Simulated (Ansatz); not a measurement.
Understanding ZrO2 from first principles

**The experiment.** The Crystallography Open Database holds a cell as deposited of tetragonal ZrO2 (space group P4_2/nmc), temperature not stated (1995): a, c = 3.592, 5.179 Å, 11.13 Å³/atom.

Level of theory: DFT, r²SCAN, scalar-relativistic, no spin polarisation; plane waves to 500 eV with PAW datasets (Ansatz 0.2.0), 6×6×4 k-mesh, Gaussian smearing of 0.05 eV. The datasets are Ansatz's generated set soft_2.

The chain of runs began from a cell as deposited in COD, expanded in volume.

The relaxed structure (symmetry read at 0.01 Å). Symmetry: P4_2/nmc, No. 137, tetragonal system. The conventional cell has a = 3.601 Å, b = 3.601 Å, c = 5.227 Å, α = 90.00°, β = 90.00°, γ = 90.00°. Zr (site symmetry -4m2) is surrounded by 4 O at 2.07 Å. O (site symmetry 2mm) has 2 Zr at 2.07 Å as nearest neighbours. (Neighbours are counted to 15 % beyond the shortest distance.)

Results at this level of theory:

```
Volume                                                : 11.30 Å³/atom
Band gap                                              : 4.60 eV
Smallest direct gap                                   : 4.71 eV
Bader charges                                         : Zr 2.70; O -1.35 e
Formation energy from the elements (0 K, uncorrected) : -3.72 eV/atom
Bulk modulus (Birch–Murnaghan)                        : 181 GPa
Pressure derivative B0′                               : 6.1
Shear modulus (Hill)                                  : 71 GPa
Young's modulus                                       : 189 GPa
Poisson's ratio                                       : 0.33
Elastically stable                                    : yes
```

**Question.** Should it be a metal or an insulator?

**Answer.** Formal charges Zr⁴⁺, O²⁻ balance and leave closed shells on every ion, so a band insulator is expected, and the gap is 4.60 eV.

**Question.** What kind of gap is it?

**Answer.** It is indirect: 4.60 eV, against 4.71 eV for the smallest direct gap. Within 0.6 eV of the edges the projected states are 94 % O 2p at the top of the valence band and 93 % Zr 4d at the bottom of the conduction band. Crossing the gap moves an electron from the anion's filled p shell to the metal's empty orbitals, as in ionic insulators.

**Question.** How ionic is it?

**Answer.** Bader charges against formal ones: Zr +2.70 (+4), O −1.35 (−2). The cations give up 67 % of the formal charge; Bader charges stay under formal ones because the anions' density reaches into the cations' basins.

**Question.** How stiff is it, in energy terms?

**Answer.** B0·V0 = 180.9 GPa × 11.30 Å³ = 12.76 eV/atom sets the scale: near the minimum ΔE ≈ ½ B0 V0 x², with x = V/V0 − 1, and a pressure of 1.8 GPa squeezes the volume by about 1 %. At the ends of the curve: x = −4.0 % predicts 10.3 meV/atom and the run gives 11.3; x = +7.0 % predicts 31.1 meV/atom and the run gives 26.5. The lopsidedness is anharmonic: atoms resist being pushed together more than being pulled apart.

**Comparison.** The computed cell (3.601, 5.227 Å, 11.30 Å³/atom) differs from the database's by +1.5 % in volume, about +0.5 % in length. The static lattice lacks zero-point motion and thermal expansion, roughly 0.6 to 1.5 % in volume at 300 K (room temperature assumed) by Grüneisen's rule, γ·3k_BT/(B0·V0) with γ of 1 to 2.5, so this level's own overestimate is larger than the figure, nearer 2.1 to 3.0 %.

Kohn–Sham gaps of semilocal functionals lie under measured ones, often by a third or more.
